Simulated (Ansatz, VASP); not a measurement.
# BN: VASP beside Ansatz

The input INCAR:

```
PREC = Accurate ; ENCUT = 520
EDIFF = 1E-6 ; ISMEAR = 0
SIGMA = 0.02 ; LREAL = F
LASPH = T ; NELM = 60
ALGO = Normal ; ISIF = 2
LWAVE = F ; LCHARG = F
LDIPOL = T ; IDIPOL = 3
DIPOL = 0.5 0.5 0.500 ; GGA = PE
IVDW = 12 ; NBANDS = 11
```

Contents of KPOINTS:

```
regular mesh
0
Gamma
  12 12 1
```

POSCAR

```
BN
1.0
    2.6090000000      0.0000000000      0.0000000000
   -1.3045000000      2.2594602785      0.0000000000
    0.0000000000      0.0000000000     26.0000000000
B N
1 1
Direct
    0.0000000000      0.0000000000      0.5192307692
    0.6666666667      0.3333333333      0.4807692308
```

Input for Ansatz:

```yaml
crystal:
  lattice:
    - [2.609, 0.0, 0.0]
    - [-1.3045, 2.2594602785, 0.0]
    - [0.0, 0.0, 26.0]
  atoms:
    - { symbol: B, position: [0.0, 0.0, 0.5192307692] }
    - { symbol: "N", position: [0.6666666667, 0.3333333333, 0.4807692308] }
  periodic: [true, true, false]
basis:
  ecutwfc: 420
kpoints:
  mp_grid: { grid: [12, 12, 1] }
hamiltonian:
  xc: pbe
  dispersion: d3bj
scf:
  occupations: { method: gaussian, width: 0.02 }
output:
  forces: true
  stress: true
  eigenvalues: true
```

Alike in both runs: task single point; functional PBE; dispersion D3(BJ); k mesh 12 × 12 × 1; occupations gaussian, width 0.02 eV; no spin polarisation.

|  | VASP | Ansatz |
| --- | --- | --- |
| version | VASP 6.6.1 | Ansatz 0.2.0 |
| potentials or method | VASP PAW PBE potentials, release 64 (B, N) | scalar-relativistic, plane waves, PAW |
| plane-wave cutoff (eV) | 520 | 420 |
| valence electrons in the cell | 8 | 8 |

|  | VASP | Ansatz | Ansatz less VASP |
| --- | --- | --- | --- |
| gap on the k mesh at the Fermi level (eV) | none | none | - |
| rms of the force components (eV/Å) | 4.701 | 4.706 | +0.0047 |

Atom by atom the forces differ by 0.005 eV/Å (rms over components). A gap of «none» marks a metal or a gap that the smearing closes.
